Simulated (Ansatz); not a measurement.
BAs: the change of energy less free atoms and pressure with volume per atom

Results calculated with Ansatz 0.2.0, not measured. Periodic Kohn-Sham DFT of a crystal at fixed atoms; pressure and stress are positive in compression; the energy is the free energy less that of spherical unpolarised free atoms; site moments are those in the method's own spheres, positive along +z.

Cell of the first row (space group F-43m, No. 216):
```
BAs
1.0
      0.0000     2.3562     2.3562
      2.3562     0.0000     2.3562
      2.3562     2.3562     0.0000
B As
1 1
Direct
  0.00000 0.00000 0.00000
  0.75000 0.75000 0.75000
```

Settings of every row: method all-electron LAPW; functional PBE; relativity scalar; k mesh 13x13x13; filling fermi-dirac; smearing width 0.05 eV; basis error target 0.5 meV/atom; nucleus gaussian.

Atom start moment: 0 on all atoms.

```csv
row,volume per atom (Å³),energy less free atoms (eV/atom),pressure (GPa)
1,13.081,-5.6915,9.048
2,13.354,?,?
3,13.626,-5.7111,2.733
4,13.899,-5.7134,0.021
5,14.171,-5.7114,-2.432
```

Question: what energy less free atoms and pressure should row 2 give?

Worked fit of energy less free atoms. Take u = (V_r/V)^(2/3) − 1 with V_r = 13.762 Å³ an atom, which is twice the finite (Eulerian) strain; such expansions in the strain, on which the Birch-Murnaghan equation of state is built, carry the rest volume and the bulk modulus. The shown rows have u = 0.03441, 0.00664, -0.00658, -0.01933. Least squares give energy less free atoms = −5.71282 + 0.1755 × u + 12.904 × u² eV/atom; a straight line predicts inner rows, each left out in turn, worse (root mean square 0.0057 against 3.6e-05 eV/atom). All shown rows lie on it to the printed digit. Its lowest point lies at u = -0.0068, or V = 13.9 Å³ an atom, and the curvature there gives the bulk modulus at fixed shape and fractions, B = (4/9)(1 + u)² E″(u)/V = 130 GPa. The withheld row has u = 0.02027, so the fit gives −5.71282 + 0.1755 × (0.02027) + 12.904 × (0.02027)² = -5.7040 eV/atom.

The calculation gave -5.704 eV/atom. The fit meets it to the printed digit.

Worked fit of pressure. Take u = (V_r/V)^(2/3) − 1 with V_r = 13.762 Å³ an atom, which is twice the finite (Eulerian) strain; such expansions in the strain, on which the Birch-Murnaghan equation of state is built, carry the rest volume and the bulk modulus. The shown rows have u = 0.03441, 0.00664, -0.00658, -0.01933. Least squares give pressure = 1.3472 + 205.629 × u + 527.53 × u² GPa; a straight line predicts inner rows, each left out in turn, worse (root mean square 0.23 against 0.0081 GPa). The rows lie off it by 0.000, -0.003, 0.004, -0.002. The pressure vanishes at u = -0.0067, or V = 13.9 Å³ an atom, and there the bulk modulus at fixed shape and fractions is B = −V dP/dV = (2/3)(1 + u) dP/du = 132 GPa. The withheld row has u = 0.02027, so the fit gives 1.3472 + 205.629 × (0.02027) + 527.53 × (0.02027)² = 5.732 GPa.

The calculation gave 5.732 GPa. The fit meets it to the printed digit.
